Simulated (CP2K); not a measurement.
## Moving the dispersion correction in MgO

It takes space group Fm-3m (No. 225, cubic). The conventional cell has a = 4.194 Å, b = 4.194 Å, c = 4.194 Å, α = 90.00°, β = 90.00°, γ = 90.00°. Around Mg (site symmetry m-3m) lie 6 O at 2.10 Å. O (site symmetry m-3m) is surrounded by 6 Mg at 2.10 Å.

Kept alike: task single point; functional PBE; k mesh 11 × 11 × 11; occupations fermi-dirac, width 0.05 eV; no spin polarisation. Program: CP2K, POTENTIAL_UZH Mg GTH-PBE-q10, O GTH-PBE-q6; TZVP-MOLOPT-PBE-GTH basis. The mesh is that of the run's cell of 2 atoms. No spin-orbit coupling.

| dispersion correction | pressure (GPa) |
| --- | --- |
| D2 | 4.70 |
| D3(zero) | 6.42 |
| D3(BJ) | 5.60 |
| D3(BJ)+ATM | 6.21 |
| D4 | 7.66 |
| none | 10.92 |
| rVV10 | 9.47 |

Pressure is positive in compression.

Q: What does the dispersion correction change here?

A: The pressure runs from 4.70 (D2) to 10.92 GPa (none). Dispersion terms mostly attract, so at fixed cell they lower the pressure.
